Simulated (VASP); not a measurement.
**HfO2: single point with HSE06**

Crystal: HfO2.

```
Hf O
1.0
     0.00000    2.52918    2.52918
     2.52918    0.00000    2.52918
     2.52918    2.52918    0.00000
Hf O
1 2
Direct
  0.00000 0.00000 0.00000
  0.25000 0.25000 0.25000
  0.75000 0.75000 0.75000
```

Measurements of this composition are mostly on another form, of space group No. 14.

* Program: VASP 6.6.1
* Task: single point
* Functional: HSE06
* Potentials or basis: VASP PAW PBE potentials, release 64 (Hf_pv, O)
* Cutoff: 520 eV
* k mesh: 4 × 4 × 4
* Occupations: gaussian, width 0.01 eV
* Spin: no spin polarisation

| Quantity | Value |
| --- | --- |
| Pressure | -5.3 GPa |
| Band gap on the k mesh | 5.36 eV, direct |

Levels at points of the mesh, in eV from the valence-band top:
```tsv
k point	band 7	band 8	band 9	band 10	band 11	band 12	band 13	band 14	band 15	band 16
(0.00, 0.00, 0.00)	-5.83	-5.83	-0.67	-0.67	-0.67	5.49	5.49	7.47	12.46	12.46
(0.50, 0.00, 0.00)	-4.67	-3.31	-2.97	-2.03	-2.03	6.27	6.27	8.73	10.72	11.33
(0.50, 0.50, 0.00)	-3.81	-3.81	-1.66	-1.66	0.00	5.36	7.30	8.36	9.95	9.95
```

Wall time 5.3 min on 1 thread of Intel(R) Xeon(R) 6975P-C (Granite Rapids), on a shared host, peak memory 0.26 GiB.

Caveat: the k mesh is coarse (spacing up to 0.54 Å⁻¹), so the values aren't converged, least of all with exact exchange; the PAW data sets were made with another functional, which shifts forces and pressure a little; spin-orbit coupling is left out, which moves the levels of the heavy elements. A k mesh can miss the band edges.
